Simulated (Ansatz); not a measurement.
Crystal: MnS.

```
CELL_PARAMETERS angstrom
0.00000 2.47346 2.47346
2.47346 0.00000 2.47346
2.47346 2.47346 0.00000
ATOMIC_POSITIONS crystal
Mn 0.00000 0.00000 0.00000
S 0.75000 0.75000 0.75000
```

The cell is a database's computed one.

| Item | Value |
| --- | --- |
| Program | Ansatz 0.2.0 |
| Task | relaxation of cell and atoms |
| Functional | revPBE |
| Dispersion | D3(BJ) |
| Potentials or basis | all-electron LAPW, scalar-relativistic |
| Basis error allowed | 0.001 eV/atom |
| k mesh | 9 × 9 × 9 |
| Occupations | fermi-dirac, width 0.05 eV |
| Spin | collinear spin, ferromagnetic start |
| Starting moments | [4.0, 0.0] μB |

At the start: volume 15.13 Å³/atom.

**Question.** How do energy, volume and symmetry change on relaxing?

**Answer.** Over 5 steps the energy falls by 9.0 meV/atom and the volume is 14.59 Å³/atom (-3.6 %); space group F-43m (No. 216, to 0.05 Å); moment 0.19 μB per cell.

The path:
```csv
step,energy change (eV),largest force (eV/Å),volume (Å³)
1,0.0000,0.0000,30.27
2,-0.0154,0.0000,29.58
3,-0.0179,0.0000,29.16
4,-0.0179,0.0000,29.18
5,-0.0179,0.0000,29.18
```

Final structure:
```xyz
2
Lattice="0.0000 2.4437 2.4437 2.4437 0.0000 2.4437 2.4437 2.4437 0.0000" Properties=species:S:1:pos:R:3 pbc="T T T"
Mn    0.0000    0.0000    0.0000
S     3.6655    3.6655    3.6655
```

Caveat: the moment fell far below its start of 4 μB, so a state of higher moment may lie lower in energy; the starting moments weren't kept.
